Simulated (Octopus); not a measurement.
A run of Octopus 16.4:

Contents of inp:

```
CalculationMode = gs
UnitsOutput = eV_Angstrom
PeriodicDimensions = 3
ExperimentalFeatures = yes
PseudopotentialSet = pseudodojo_pbesol
%LatticeParameters
 1*angstrom | 1*angstrom | 1*angstrom
%
%LatticeVectors
 -1.657269 | 1.657269 | 1.657269
 1.657269 | -1.657269 | 1.657269
 1.657269 | 1.657269 | -1.657269
%
%ReducedCoordinates
 "Au" | 0 | 0 | 0
%
%Spacing
 0.13668924*angstrom | 0.13668924*angstrom | 0.13668924*angstrom
%
DerivativesOrder = 8
%KPointsGrid
 11 | 11 | 11
%
KPointsUseSymmetries = yes
XCFunctional = gga_x_pbe_sol + gga_c_pbe_sol
SmearingFunction = fermi_dirac
Smearing = 0.05*eV
ExtraStates = 7
Eigensolver = chebyshev_filter
ConvRelDens = 3e-7
MaximumIter = 120
```

Potentials or basis: pseudodojo_pbesol (PseudoDojo 0.4, PBEsol).

The run is started by

```sh
$ OMP_NUM_THREADS=1 octopus > out.log
```

Hardware: 1 thread of Arm Neoverse V2 (shared host).

**Question.** How long does it take, and how much memory?

**Answer.** Wall time 3.2 min on 1 thread of Arm Neoverse V2, with other jobs on the host, peak memory 0.69 GiB. Counts: scf iterations 11, k points 56, grid 9261, bands 17.
